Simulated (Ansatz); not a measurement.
Molecular dynamics on a 1×1×1 supercell (3 atoms) of WS2 (R3m), relaxed with r2SCAN+rVV10. Forces come from r2SCAN in the plane-wave code Ansatz: a Langevin thermostat at fixed volume, 1700 K, steps of 1.5 fs. Classical nuclei, no spin polarisation; a few dozen steps show the first response, not equilibrium.

```yaml
crystal:
  lattice:
    - [1.585886709, 0.9156121184, 6.2374759783]
    - [-1.585886709, 0.9156121184, 6.2374759783]
    - [0.0, -1.8312242367, 6.2374759783]
  atoms:
    - { symbol: W, position: [0.0006662242, 0.0006662242, 0.0006662242] }
    - { symbol: S, position: [0.2505579538, 0.2505579538, 0.2505579538] }
    - { symbol: S, position: [0.4174758221, 0.4174758221, 0.4174758221] }
kpoints:
  mp_grid: { grid: [6, 6, 6] }
hamiltonian:
  xc: r2scan
scf:
  occupations: { method: fermi_dirac, width: 0.146 }
md:
  ensemble: nvt_langevin
  temperature: 1700
  timestep: 1.5
  n_steps: 40
  initial_velocities: maxwell_boltzmann
  seed: 2758
```

Run as `ansatz run input.yaml --threads 4 --pin off --max-ram 3686MiB --backend cpu --events-out ev --progress --plain --runs-dir out`.

**Question.** What wall time did it need on 4 threads of Arm Neoverse V2 (shared host), and what peak of host memory did it reach?

**Answer.** About 2.6 min, with a peak of 0.63 GiB.

**Question.** How do temperature and energy develop?

**Answer.** The temperature starts at 1133 K, is lowest at step 13 (321 K, 19.5 fs) and ends at 606 K. The thermostat hasn't had time to restore it. The atoms start on their lattice sites with kinetic energy alone, so much of it first passes into potential energy. The first value is 2/3 of the setting, since velocities are drawn without the motion of the centre of mass and T is counted over all atoms. By the last step the atoms have moved 0.07 Å in the root mean square, the drift of the whole cell taken out, 0.09 Å at most.
```tsv
step	t (fs)	T (K)	free energy F from step 0 (meV/atom)	kinetic energy (meV/atom)	largest force (eV/Å)
0	0	1133	0.0	146.5	0.05
1	1.5	1188	1.9	153.5	0.58
2	3	1097	7.6	141.8	1.16
3	4.5	906	16.1	117.1	1.69
4	6	729	25.8	94.3	2.13
5	7.5	688	36.0	89.0	2.52
6	9	653	47.7	84.4	2.89
7	10.5	568	60.0	73.4	3.24
8	12	457	71.6	59.1	3.53
9	13.5	382	81.9	49.4	3.75
10	15	347	90.4	44.9	3.92
11	16.5	387	97.1	50.0	4.01
12	18	329	103.0	42.6	4.09
13	19.5	321	109.0	41.6	4.18
14	21	379	114.7	49.0	4.25
15	22.5	438	120.1	56.6	4.30
16	24	567	124.3	73.3	4.34
17	25.5	517	124.8	66.9	4.32
18	27	596	120.8	77.1	4.23
19	28.5	468	113.9	60.4	4.08
20	30	551	105.9	71.2	3.91
21	31.5	759	98.6	98.1	3.73
22	33	865	90.0	111.8	3.51
23	34.5	1024	79.4	132.3	3.24
24	36	1115	68.5	144.2	2.94
25	37.5	945	58.4	122.1	2.61
26	39	945	49.3	122.2	2.26
27	40.5	1213	40.9	156.8	1.89
28	42	1441	34.3	186.3	1.54
29	43.5	1288	29.8	166.5	1.29
30	45	1360	28.1	175.8	1.21
31	46.5	1162	28.4	150.2	1.38
32	48	1264	30.2	163.4	1.52
33	49.5	1166	34.1	150.7	1.76
34	51	989	39.4	127.8	2.07
35	52.5	1236	46.0	159.8	2.41
36	54	977	54.7	126.3	2.78
37	55.5	854	63.0	110.4	3.14
38	57	944	72.6	122.1	3.50
39	58.5	802	85.1	103.7	3.89
40	60	606	96.6	78.3	4.22
```

Positions (Å) and forces (eV/Å) at step 40:
```
W   -0.104  -0.027   0.048    -0.678  -0.831   4.085
S   -0.150  -0.085   4.839     0.590   0.812  -2.134
S   -0.112  -0.028   7.980     0.088   0.019  -1.952
```
